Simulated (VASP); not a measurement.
# CoPtO2 (R-3m) in VASP: notebook

Runs on CoPtO2. Level: PBEsol. Tasks: relaxation of cell and atoms.

All numbers are computed with VASP 6.6.1; they aren't measurements. Logs are shortened: lines on timing, memory, paths and dates and some standing lists are left out, and cuts for length are marked.

## 1. The crystal as given

It takes space group R-3m (No. 166, trigonal). The conventional cell has a = 2.825 Å, b = 2.825 Å, c = 17.818 Å, α = 90.00°, β = 90.00°, γ = 120.00°. Around Co (site symmetry -3m) lie 6 O at 1.90 Å. Around Pt (site symmetry -3m) lie 2 O at 2.00 Å. Around O (site symmetry 3m) lie 3 Co at 1.90 Å and 1 Pt at 2.00 Å.

The cell is a database's computed one.

## 2. Relaxation of cell and atoms, PBEsol

The input, INCAR:

```
ALGO = Normal ; EDIFF = 1E-6
EDIFFG = -0.01 ; ENCUT = 600
GGA = PS ; IBRION = 2
ISIF = 3 ; ISMEAR = 1
KPAR = 2 ; LASPH = T
LCHARG = F ; LREAL = F
LWAVE = F ; NELM = 80
NSW = 90 ; PREC = Accurate
SIGMA = 0.1
```

The input, KPOINTS:

```
k-points
0
Gamma
  15 15 15
```

The input, POSCAR:

```
CoPtO2
1.0
    1.4122699200      0.8153744200      5.9393891100
   -1.4122699200      0.8153744200      5.9393891100
    0.0000000000     -1.6307488300      5.9393891100
Co Pt O
1 1 2
Direct
    0.5000000000      0.5000000000      0.5000000000
    0.0000000000      0.0000000000      0.0000000000
    0.8877559700      0.8877559700      0.8877559700
    0.1122440300      0.1122440300      0.1122440300
```

Potentials or basis: VASP PAW PBE potentials, release 64 (Co, Pt, O).

Started as:

```sh
$ cat potpaw_PBE.64/Co/POTCAR potpaw_PBE.64/Pt/POTCAR potpaw_PBE.64/O/POTCAR > POTCAR
$ mpirun -np 2 vasp_std > vasp.out
```

OUTCAR:

```text
EDIFF = 1E-6
   EDIFFG = -0.01
   ENCUT = 600
   GGA = PS
   IBRION = 2
   ISIF = 3
   ISMEAR = 1
   LASPH = T
   LREAL = F
   NELM = 80
   NSW = 90
   PREC = Accurate

 ion  position               nearest neighbor table
   1  0.500  0.500  0.500-   4 1.90   3 1.90   4 1.90   4 1.90   3 1.90   3 1.90
   2  0.000  0.000  0.000-   3 2.00   4 2.00
   3  0.888  0.888  0.888-   1 1.90   1 1.90   1 1.90   2 2.00
   4  0.112  0.112  0.112-   1 1.90   1 1.90   1 1.90   2 2.00

  LATTYP: Found a trigonal (rhomboedric) cell.
 ALAT       =     6.1591951399
 COS(alpha) =     0.8948480127

  Lattice vectors:

 A1 = (   1.4122699200,   0.8153744200,   5.9393891100)
 A2 = (  -1.4122699200,   0.8153744200,   5.9393891100)
 A3 = (   0.0000000000,  -1.6307488300,   5.9393891100)

Analysis of symmetry for initial positions (statically):
=====================================================================
 Subroutine PRICEL returns:
 Original cell was already a primitive cell.

 Routine SETGRP: Setting up the symmetry group for a
 trigonal (rhombohedral) supercell.

 Subroutine GETGRP returns: Found 12 space group operations
 (whereof 12 operations were pure point group operations)
 out of a pool of 12 trial point group operations.

The static configuration has the point symmetry D_3d.

Analysis of symmetry for dynamics (positions and initial velocities):
=====================================================================
 Subroutine PRICEL returns:
 Original cell was already a primitive cell.

 Routine SETGRP: Setting up the symmetry group for a
 trigonal (rhombohedral) supercell.

 Subroutine GETGRP returns: Found 12 space group operations
 (whereof 12 operations were pure point group operations)
 out of a pool of 12 trial point group operations.

The dynamic configuration has the point symmetry D_3d.

 Subroutine INISYM returns: Found 12 space group operations
 (whereof 12 operations are pure point group operations),
 and found     1 'primitive' translations

----------------------------------------------------------------------------------------

                                     Primitive cell

  volume of cell :      41.0363

  direct lattice vectors                    reciprocal lattice vectors
     1.412269920  0.815374420  5.939389110     0.354039970  0.204405072  0.056122494
    -1.412269920  0.815374420  5.939389110    -0.354039970  0.204405072  0.056122494
     0.000000000 -1.630748830  5.939389110     0.000000000 -0.408810145  0.056122495

  length of vectors
     6.159195140  6.159195140  6.159195138     0.412644482  0.412644482  0.412644482

  position of ions in fractional coordinates (direct lattice)
     0.500000000  0.500000000  0.500000000
     0.000000000  0.000000000  0.000000000
     0.887755970  0.887755970  0.887755970
     0.112244030  0.112244030  0.112244030

  ion indices of the primitive-cell ions
   primitive index   ion index
                 1           1
                 2           2
                 3           3
                 4           4

----------------------------------------------------------------------------------------

 KPOINTS: k-points

Automatic generation of k-mesh.
 Grid dimensions read from file:
 generate k-points for:   15   15   15

 Generating k-lattice:

  Cartesian coordinates                     Fractional coordinates (reciprocal lattice)
     0.023602665  0.013627005  0.003741500     0.066666667  0.000000000  0.000000000
    -0.023602665  0.013627005  0.003741500     0.000000000  0.066666667  0.000000000
     0.000000000 -0.027254010  0.003741500     0.000000000  0.000000000  0.066666667

  Length of vectors
     0.027509632  0.027509632  0.027509632

  Shift w.r.t. Gamma in fractional coordinates (k-lattice)
     0.000000000  0.000000000  0.000000000

 Subroutine IBZKPT returns following result:
 ===========================================

 Found    344 irreducible k-points:

 Following reciprocal coordinates:
            Coordinates               Weight
  0.000000  0.000000  0.000000      1.000000
  0.066667  0.000000  0.000000      6.000000
  0.133333  0.000000  0.000000      6.000000
  0.200000  0.000000  0.000000      6.000000
  0.266667  0.000000  0.000000      6.000000
  0.333333  0.000000  0.000000      6.000000
[... 16 lines left out ...]
  0.133333  0.133333  0.000000      6.000000
  0.200000  0.133333 -0.000000     12.000000
 [... further k-points ...]
   k-points           NKPTS =    344   k-points in BZ     NKDIM =    344   number of bands    NBANDS=     19
   number of dos      NEDOS =    301   number of ions     NIONS =      4
   total plane-waves  NPLWV = 125000
   dimension x,y,z NGX =    50 NGY =   50 NGZ =   50
   dimension x,y,z NGXF=   100 NGYF=  100 NGZF=  100
   ions per type =               1   1   2
   NGX,Y,Z   is equivalent  to a cutoff of  13.50, 13.50, 13.50 a.u.
   NGXF,Y,Z  is equivalent  to a cutoff of  26.99, 26.99, 26.99 a.u.
 SYSTEM =  unknown system
   PREC   = accura    normal or accurate (medium, high low for compatibility)
   ISTART =      0    job   : 0-new  1-cont  2-samecut
   ICHARG =      2    charge: 1-file 2-atom 10-const
   ISPIN  =      1    spin polarized calculation?
   LNONCOLLINEAR =      F non collinear calculations
   LSORBIT =      F    spin-orbit coupling
   LASPH  =      T    aspherical Exc in radial PAW
   ENCUT  =  600.0 eV  44.10 Ry    6.64 a.u.  12.30 12.30 12.30*2*pi/ulx,y,z
   NELM   =     80;   NELMIN=  2; NELMDL= -5     # of ELM steps
   EDIFF  = 0.1E-05   stopping-criterion for ELM
   LREAL  =      F    real-space projection
   EDIFFG = -.1E-01   stopping-criterion for IOM
   NSW    =     90    number of steps for IOM
   IBRION =      2    ionic relax: 0-MD 1-quasi-New 2-CG
   NFREE  =      1    steps in history (QN), initial steepest desc. (CG)
   ISIF   =      3    stress and relaxation
   ISYM   =      2    0-nonsym 1-usesym 2-fastsym
   POTIM  = 0.5000    time-step for ionic-motion
   TEBEG  =    0.0;   TEEND  =   0.0 temperature during run
   PSTRESS=    0.0 pullay stress
   NELECT =      31.0000    total number of electrons
   NUPDOWN=      -1.0000    fix difference up-down
   EMIN   =  10.00;   EMAX   =-10.00  energy-range for DOS
   EFERMI =   0.00;   METHOD = LEGACY
   ISMEAR =     1;   SIGMA  =   0.10  broadening in eV -4-tet -1-fermi 0-gaus
   EFERMI_NEDOS =   21; number of points for ismear=-14 and -15
   IALGO  =     38    algorithm
   IMIX   =      4    mixing-type and parameters
     AMIX     =   0.40;   BMIX     =  1.00
     AMIX_MAG =   1.60;   BMIX_MAG =  1.00
  volume/ion in A,a.u.               =      10.26        69.23
  Fermi-wavevector in a.u.,A,eV,Ry     =   1.490983  2.817550 30.246177  2.223031
  Thomas-Fermi vector in A             =   2.603696
   LORBIT       =      0    0 simple, 1 ext, 2 COOP (PROOUT), +10 PAW based schemes
   GGA     = PS    functional components
   LHFCALC =     F    Hartree Fock is set to
   AEXX    =    0.0000 exact exchange contribution
   IVDW    =     0    specifies the selected vdW correction
   LEPSILON=     F    determine dielectric tensor
   LRPA    =     F    only Hartree local field effects (RPA)
 conjugate gradient relaxation of ions
 non-spin polarized calculation
 Methfessel and Paxton  Order N= 1 SIGMA  =   0.10
  energy-cutoff  :      600.00
  volume of cell :       41.04
 maximum number of plane-waves:      1403
 NGX is ok and might be reduce to    50
   NGX = 25   NGY = 25   NGZ = 25

--------------------------------------- Ionic step        1  -------------------------------------------

 number of electron      30.9999997 magnetization

 Free energy of the ion-electron system (eV)
  ---------------------------------------------------
  ext. energy  EPLUGINS =         0.00000000
  ---------------------------------------------------
  free energy    TOTEN  =       -28.72793631 eV

  energy without entropy =      -28.72688667  energy(sigma->0) =      -28.72758643

------------------------ aborting loop because EDIFF is reached ----------------------------------------

  FORCE on cell =-STRESS in cart. coord.  units (eV):
  Direction    XX          YY          ZZ          XY          YZ          ZX
  --------------------------------------------------------------------------------------
  -------------------------------------------------------------------------------------
  Total       -1.0700609     -1.0700609     -1.3783148     -0.0000000     -0.0000000      0.0000000
  in kB      -41.7783472    -41.7783470    -53.8134945     -0.0000000     -0.0000000      0.0000000
  external PRESSURE =     -45.7900629 kB  Pullay stress =       0.0000000 kB
[... 213 lines left out ...]
  energy  without entropy=      -28.7371369113  energy(sigma->0) =      -28.73796721

--------------------------------------- Ionic step        7  -------------------------------------------

 number of electron      30.9999996 magnetization

 Free energy of the ion-electron system (eV)
  ---------------------------------------------------
  ext. energy  EPLUGINS =         0.00000000
  ---------------------------------------------------
  free energy    TOTEN  =       -28.73842197 eV

  energy without entropy =      -28.73718152  energy(sigma->0) =      -28.73800849

 E-fermi :   8.9037     XC(G=0): -13.0361

 val. band max:        8.9032071269   @ k =  -0.2000  -0.3333   0.0667
 cond. band min:       8.9038127290   @ k =  -0.2000   0.2000   0.0667
 fundamental gap:      0.0006056022
 Fermi energy:         8.9036864695

 k-point     1 :       0.0000    0.0000    0.0000
  band No.  band energies     occupation
      1     -12.8869      2.00000
      2     -10.8880      2.00000
      3      -1.0696      2.00000
      4       1.6116      2.00000
      5       2.1596      2.00000
      6       2.1596      2.00000
[... 11 lines left out ...]
     18      10.7528     -0.00000
     19      11.6972      0.00000
[... 489 lines left out ...]
      3      -0.5618      2.00000
      4       1.4051      2.00000
      5       2.2770      2.00000
      6       2.4252      2.00000
[... 11 lines left out ...]
     18      10.5173     -0.00000
     19      12.2040      0.00000

 [... further k-points ...]

------------------------ aborting loop because EDIFF is reached ----------------------------------------

  FORCE on cell =-STRESS in cart. coord.  units (eV):
  Direction    XX          YY          ZZ          XY          YZ          ZX
  --------------------------------------------------------------------------------------
  -------------------------------------------------------------------------------------
  Total       -0.0081940     -0.0081940     -0.0108786     -0.0000000     -0.0000000      0.0000000
  in kB       -0.3255924     -0.3255924     -0.4322657     -0.0000000     -0.0000000      0.0000000
  external PRESSURE =      -0.3611502 kB  Pullay stress =       0.0000000 kB
[... 19 lines left out ...]
  FREE ENERGIE OF THE ION-ELECTRON SYSTEM (eV)
  ---------------------------------------------------
  free  energy   TOTEN  =       -28.7384219738 eV

  energy  without entropy=      -28.7371815199  energy(sigma->0) =      -28.73800849

 reached required accuracy - stopping structural energy minimisation
```

Wall time 31 min (2 MPI ranks of Intel Xeon Platinum 8488C (Sapphire Rapids), shared host); peak memory 0.67 GiB.

What came out:

- Free energy: -28.7384 eV
- Relaxed volume: 10.08 Å³/atom
- Relaxed cell: a = 6.127 Å, b = 6.127 Å, c = 6.127 Å, α = 26.48°, β = 26.48°, γ = 26.48°
- Space group after relaxing (to 0.05 Å): R-3m (No. 166)
- Energy gained by relaxing: 2.6 meV/atom
- Ionic steps: 7
- Pressure after relaxing: 0.0 GPa
- Band gap on the k mesh: none (metal or under the smearing width)

Step by step:
| step | energy change (eV) | largest force (eV/Å) | pressure (GPa) | volume (Å³) |
| --- | --- | --- | --- | --- |
| 1 | 0.0000 | 0.0212 | -4.58 | 41.04 |
| 2 | 0.0149 | 0.0172 | 7.76 | 39.32 |
| 3 | -0.0103 | 0.0031 | -0.06 | 40.35 |
| 4 | -0.0103 | 0.0024 | 0.03 | 40.34 |
| 5 | -0.0104 | 0.0382 | 0.04 | 40.31 |
| 6 | -0.0104 | 0.0313 | 0.05 | 40.31 |
| 7 | -0.0105 | 0.0001 | -0.04 | 40.32 |

Final structure:
```
Co Pt O
1.0
     1.40352    0.81032    5.90889
    -1.40352    0.81032    5.90889
     0.00000   -1.62064    5.90889
Co Pt O
1 1 2
Direct
  0.50000 0.50000 0.50000
  0.00000 0.00000 0.00000
  0.88780 0.88780 0.88780
  0.11220 0.11220 0.11220
```

Levels at points of the mesh, in eV from the Fermi level:
| k point | band 14 | band 15 | band 16 | band 17 | band 18 | band 19 |
| --- | --- | --- | --- | --- | --- | --- |
| (0.00, 0.00, 0.00) | -1.68 | -1.68 | -1.56 | 1.85 | 1.85 | 2.79 |

Caveat: the PAW data sets were made with another functional, which shifts forces and pressure a little; an odd number of electrons without spin polarisation forces a metal; a magnetic or distorted state may lie lower; the run has no spin polarisation, though such a crystal can be magnetic; semilocal functionals often make such compounds metallic where correlation or magnetic order opens a gap, which also shifts bond lengths. The run has no spin-orbit coupling, so splittings on Pt are missing.

## 3. Relaxation of cell and atoms, PBEsol

This run uses another cell than the first one, of 10.08 Å³/atom, 0.983 times its volume.

Edit INCAR of step 2 so:

```diff
@@ -1,3 +1,3 @@
-ALGO = Normal ; EDIFF = 1E-6
-EDIFFG = -0.01 ; ENCUT = 600
+ALGO = Normal ; EDIFF = 1E-7
+EDIFFG = -0.005 ; ENCUT = 600
 GGA = PS ; IBRION = 2
```

KPOINTS is that of step 2.

The input, POSCAR:

```
CoPtO2                                  
1.0
    1.4035184909      0.8103217800      5.9088920014
   -1.4035184909      0.8103217800      5.9088920014
    0.0000000000     -1.6206435502      5.9088920014
  Co              Pt              O             
     1     1     2
Direct
     0.5000000000000000    0.5000000000000000    0.5000000000000000
     1.0000000000000000    1.0000000000000000    1.0000000000000000
     0.8877985031883472    0.8877985031883472    0.8877985031883445
     0.1122014968116528    0.1122014968116528    0.1122014968116556
```

Potentials or basis: VASP PAW PBE potentials, release 64 (Co, Pt, O).

Started as:

```sh
$ cat potpaw_PBE.64/Co/POTCAR potpaw_PBE.64/Pt/POTCAR potpaw_PBE.64/O/POTCAR > POTCAR
$ mpirun -np 2 vasp_std > vasp.out
```

Run time: 11 min. Hardware: 2 MPI ranks of Intel Xeon Platinum 8488C (Sapphire Rapids), shared host; peak memory 0.64 GiB.

It converged, with:

```
Free energy             : -28.7368 eV
Pressure after relaxing : 0.0 GPa
Band gap on the k mesh  : none (metal or under the smearing width)
```

Final structure:
```cif
data_structure
_symmetry_space_group_name_H-M 'P 1'
_symmetry_Int_Tables_number 1
_cell_length_a 6.1271
_cell_length_b 6.1271
_cell_length_c 6.1271
_cell_angle_alpha 26.484
_cell_angle_beta 26.484
_cell_angle_gamma 26.484
_cell_volume 40.32
loop_
_atom_site_label
_atom_site_type_symbol
_atom_site_fract_x
_atom_site_fract_y
_atom_site_fract_z
_atom_site_occupancy
Co1 Co 0.50000 0.50000 0.50000 1
Pt1 Pt 0.00000 0.00000 0.00000 1
O1 O 0.88780 0.88780 0.88780 1
O2 O 0.11220 0.11220 0.11220 1
```

Levels at points of the mesh, in eV from the Fermi level:
```csv
k point,band 14,band 15,band 16,band 17,band 18,band 19
"(0.00, 0.00, 0.00)",-1.68,-1.68,-1.56,1.85,1.85,2.79
```

Caveat: the relaxation stopped at its first step, so nothing moved; the PAW data sets were made with another functional, which shifts forces and pressure a little; an odd number of electrons without spin polarisation forces a metal; a magnetic or distorted state may lie lower; the run has no spin polarisation, though such a crystal can be magnetic; semilocal functionals often make such compounds metallic where correlation or magnetic order opens a gap, which also shifts bond lengths. Spin polarisation is off, so any magnetic state and its effect on volume and gap are missing.
